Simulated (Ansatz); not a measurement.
# MgO: equation of state with PBEsol

The system is MgO.

```xyz
4
Lattice="3.3078 0.0000 0.0000 -1.6539 2.8646 0.0000 0.0000 0.0000 4.9829" Properties=species:S:1:pos:R:3 pbc="T T T"
Mg    1.6539    0.9549    2.5022
Mg    0.0000    1.9098    0.0108
O     1.6539    0.9549    4.4968
O     0.0000    1.9098    2.0053
```

Measurements of this composition are mostly on another form, of space group No. 225.

```
Program             : Ansatz 0.2.0
Task                : equation of state
Functional          : PBEsol
Potentials or basis : all-electron LAPW, scalar-relativistic
Basis error allowed : 0.002 eV/atom
k mesh              : 9 × 9 × 6
Occupations         : fermi-dirac, width 0.05 eV
Spin                : no spin polarisation
```

The equilibrium volume is 11.83 Å³/atom, the bulk modulus at fixed shape and positions is 121 GPa and the pressure derivative of the bulk modulus is 4.0.

Energy against volume, from the lowest point:
```
volume (Å³/atom)  energy (meV/atom)
          11.096              19.17
          11.332               8.52
          11.568               2.27
          11.804               0.00
          12.040               1.32
          12.276               5.89
          12.512              13.40
```

All runs of the series together: 85 s on 2 threads of AMD EPYC 7R43 64-Core Processor (Zen 3), with other jobs on the host.

Caveat: the cell was scaled at fixed shape and fractional positions, which overstates the stiffness of a crystal with free parameters, most of all of layers and chains.
